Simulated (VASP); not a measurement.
Here is a VASP 6.6.1 calculation.

The input INCAR:

```
  PREC = Accurate
  ENCUT = 520
  EDIFF = 1E-7
  ISMEAR = -1
  SIGMA = 0.1
  LREAL = F
  LASPH = T
  NELM = 100
  ALGO = Normal
  ISIF = 2
  LWAVE = F
  LCHARG = F
  GGA = PE
  NBANDS = 7
```

Contents of KPOINTS:

```
regular mesh
0
Gamma
  18 18 18
```

POSCAR

```
Be
1.0
    0.0000000000      1.6105420000      1.6105420000
    1.6105420000      0.0000000000      1.6105420000
    1.6105420000      1.6105420000      0.0000000000
Be
1
Direct
    0.0000000000      0.0000000000      0.0000000000
```

Potentials or basis: VASP PAW PBE potentials, release 64 (Be).

Launch:

```bash
$ cat potpaw_PBE.64/Be/POTCAR > POTCAR
$ mpirun -np 1 vasp_std > vasp.out
```

Estimate the band gap on the k mesh.

none (metal or under the smearing width).

Estimate the pressure.

-6.1 GPa.
